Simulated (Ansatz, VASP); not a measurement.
**Al: VASP beside Ansatz**

```
Al
1.0
     2.78887    0.00000    0.00000
    -1.39443    2.41523    0.00000
     0.00000    0.00000    9.06184
Al
4
Direct
  0.00000 0.00000 0.00000
  0.33333 0.66667 0.25000
  0.00000 0.00000 0.50000
  0.66667 0.33333 0.75000
```

This isn't the form of Al at room conditions, which is fcc.

Alike in both runs: task single point; functional LDA; k mesh 9 × 9 × 3; occupations fermi-dirac, width 0.15 eV; no spin polarisation.

|  | VASP | Ansatz |
| --- | --- | --- |
| version | VASP 6.6.1 | Ansatz 0.2.0 |
| potentials or method | VASP PAW LDA potentials, release 64 (Al) | plane waves, PAW |
| plane-wave cutoff (eV) | 520 | 510 |
| valence electrons in the cell | 12 | 12 |

Ansatz gave:

- pressure (GPa): 3.4
- largest component of the traceless stress (GPa): 1.48

**Question.** Estimate VASP's values.

**Answer.** Pressure (GPa): 3.5; largest component of the traceless stress (GPa): 1.48.
